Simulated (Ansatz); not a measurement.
BaTiO3:

```
Ba Ti O
1.0
    -0.09159    0.02278   -3.96240
     3.88088    4.13178    0.06850
     3.92317   -4.17407    0.11386
Ba Ti O
2 2 6
Direct
  0.99749 0.00015 0.00043
  0.99982 0.49875 0.50109
  0.50075 0.49906 0.99785
  0.50366 0.99877 0.49738
  0.99896 0.49878 0.99824
  0.00194 0.99976 0.50212
  0.49413 0.25153 0.25251
  0.49937 0.75231 0.74826
  0.50326 0.25086 0.74969
  0.50062 0.75003 0.25243
```

Base run:

* Program: Ansatz 0.2.0
* Functional: PBE
* Potentials or basis: Ansatz PAW
* Cutoff: 600 eV
* Density cutoff: 2400 eV
* k mesh: 7 × 5 × 5
* Occupations: fermi-dirac, width 0.05 eV
* Spin: no spin polarisation

Its results: band gap on the k mesh 1.62 eV; pressure 2.9 GPa; largest force 0.262 eV/Å.

**Question.** The run is repeated on the same cell with these changes: functional from PBE to r2SCAN; cutoff from 600 eV to 500 eV (not typed: the program's choice for these potentials); hubbard terms from none to Ti d U = 5 eV; hubbard projectors from none to ortho-atomic (the default). What comes out?

**Answer.** Band gap on the k mesh 2.67 eV; pressure 1.4 GPa; largest force 0.283 eV/Å.

Several settings changed at once, so the effect can't be laid on one alone.

Caveats: spin-orbit coupling is left out, which moves the levels of the heavy elements; odd divisions of the mesh miss points on the zone boundary, where band edges often lie, so the gap on the mesh can be too wide (some runs); the k mesh misses the band edges, so the gap on the mesh is wider than the one along the path (some runs); the PAW data sets come from PBE, with cores solved anew for the run's functional, which leaves a small shift of forces and pressure (some runs).
